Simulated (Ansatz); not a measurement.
The system is Ru.

```
Ru
1.0
     0.00000    1.91500    1.91500
     1.91500    0.00000    1.91500
     1.91500    1.91500    0.00000
Ru
1
Cartesian
  0.0000 0.0000 0.0000
```

This isn't the form of Ru at room conditions, which is hcp.

* Program: Ansatz 0.2.0
* Task: single point
* Functional: PBE
* Potentials or basis: Ansatz PAW
* Cutoff: 420 eV (not typed: the program's choice for these potentials)
* k mesh: 12 × 12 × 12
* Occupations: fermi-dirac, width 0.05 eV
* Spin: no spin polarisation

On this cell: pressure -4.7 GPa; band gap on the k mesh none (metal or under the smearing width).

The same run follows on a disturbed copy (cell strained at random at fixed volume):

```
CELL_PARAMETERS angstrom
0.05365 1.93869 1.90700
1.94614 0.04095 1.91970
1.95229 1.95753 0.03481
ATOMIC_POSITIONS crystal
Ru 0.99685 0.96953 0.01804
```

Problem. What does the disturbed cell give?

Solution. The energy (extrapolated to zero smearing) moves by +19.7 meV/atom; pressure -4.2 GPa; band gap on the k mesh none (metal or under the smearing width).

Stress tensor (GPa, compression positive):
```
-4.86 -7.52 -6.28
-7.52 -5.71 -2.77
-6.28 -2.77 -1.90
```
